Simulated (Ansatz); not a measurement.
This AlNi₃ structure is the end of a relaxation. The cell was found from a structure generator's guess, not taken from experiment.

Method: DFT PBE, scalar-relativistic, plane waves, PAW in Ansatz. Cutoff 420 eV, Γ-centred mesh, Gaussian smearing, collinear spin.

```
Al Ni
1.0
     2.62050    0.00000    0.00000
    -1.31025    2.26942    0.00000
     0.00000    0.00000    7.84703
Al Ni
1 3
Direct
  0.33333 0.66667 0.00000
  0.33333 0.66667 0.50000
  0.66667 0.33333 0.24475
  0.66667 0.33333 0.75525
```

Formation energies are uncorrected and refer to the elements' standard structures at the same level.

Problem. Find its symmetry and describe it.

Solution. P-6m2 (No. 187), with Al and Ni ordered on hcp sites. Conventional cell: a = 2.620 Å, c = 7.847 Å. Al has 6 Ni at 2.44 Å and 6 Al at 2.62 Å; Ni on a site of symmetry -6m2 has 12 Ni at 2.51–2.62 Å; Ni on a site of symmetry 3m is surrounded by 3 Al at 2.44 Å and 9 Ni at 2.51–2.62 Å.

Problem. What is its formation energy per atom?

Solution. −0.16 eV/atom. Whether it is stable depends on the other phases of the system, which aren't compared here.

Problem. Is it a metal?

Solution. Yes, bands cross the Fermi level on the 24×24×6 mesh.

Problem. Which magnetic moments does it keep?

Solution. 0.12 μB per atom net, the space between the atoms included; by site: Ni -0.4 μB.

The last run used collinear spin, a 24×24×6 mesh (in the run's order of axes) for its 4-atom cell and Gaussian smearing of 0.10 eV. The magnetic state reached may not be the lowest. A structure relaxed within its symmetry needn't be a true minimum.
